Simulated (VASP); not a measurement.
Write the native input for VASP 6.6.1 that does the following.

- Task: relaxation of cell and atoms
- Functional: PBEsol
- Potentials or basis: VASP PAW PBE potentials, release 64 (Si, C)
- Cutoff: 600 eV
- k mesh: 12 × 12 × 2
- Occupations: gaussian, width 0.03 eV
- Spin: no spin polarisation
- Further INCAR settings: ALGO = Normal; EDIFF = 1e-07; IBRION = 2; EDIFFG = -0.005; NSW = 90; ISIF = 3

The structure of SiC lies in POSCAR:

```
SiC                                     
1.0
    3.0798348540      0.0000000000     -0.0000000000
   -1.5399174270      2.6672152183      0.0000000000
    0.0000000000      0.0000000000     15.1116731387
  Si              C             
     6     6
Direct
     0.0000000000000000    0.0000000000000000    0.1250363669783649
     0.0000000000000000    0.0000000000000000    0.6250363669783648
     0.3333333300000021    0.6666666699999979    0.2918190985855690
     0.6666666699999979    0.3333333300000021    0.7918190985855692
     0.3333333300000021    0.6666666699999979    0.9583117383836308
     0.6666666699999979    0.3333333300000021    0.4583117383836307
     0.0000000000000000    0.0000000000000000    0.9996886894007763
     0.0000000000000000    0.0000000000000000    0.4996886894007764
     0.3333333300000021    0.6666666699999979    0.1668269790881024
     0.6666666699999979    0.3333333300000021    0.6668269790881024
     0.3333333300000021    0.6666666699999979    0.8333171275635565
     0.6666666699999979    0.3333333300000021    0.3333171275635565
```

The input as run:

INCAR

```
SYSTEM = SiC
PREC     = Accurate       ! precision mode
ENCUT    = 600            ! plane-wave cutoff, eV
EDIFF    = 1E-7           ! SCF threshold, eV
ISMEAR   = 0              ! smearing method
SIGMA    = 0.03           ! smearing width, eV
LREAL    = .FALSE.        ! projectors in reciprocal space
LASPH    = .TRUE.         ! aspherical terms in the spheres
NELM     = 80             ! most SCF steps
ALGO     = Normal         ! electronic algorithm
ISIF     = 3              ! what is computed and relaxed
LWAVE    = .FALSE.        ! write WAVECAR
LCHARG   = .FALSE.        ! write CHGCAR
GGA      = PS             ! functional
IBRION   = 2              ! ionic algorithm
NSW      = 90             ! ionic steps
EDIFFG   = -0.005         ! ionic threshold
KPAR     = 4
```

KPOINTS

```
Automatic mesh
0
G
  12 12 2
  0 0 0
```

Potentials or basis: VASP PAW PBE potentials, release 64 (Si, C).

Run with:

```console
$ cat potpaw_PBE.64/Si/POTCAR potpaw_PBE.64/C/POTCAR > POTCAR
$ mpirun -np 4 vasp_std > vasp.out
```

It gave:

```
Pressure after relaxing : 0.0 GPa
Band gap on the k mesh  : 1.91 eV, indirect (least direct gap 3.02 eV)
```

Caveat: the relaxation stopped at its first step, so nothing moved; the PAW data sets were made with another functional, which shifts forces and pressure a little.

Wall time 35 s on 4 MPI ranks on Intel(R) Xeon(R) 6975P-C (Granite Rapids), on a shared host, peak memory 0.36 GiB a rank.
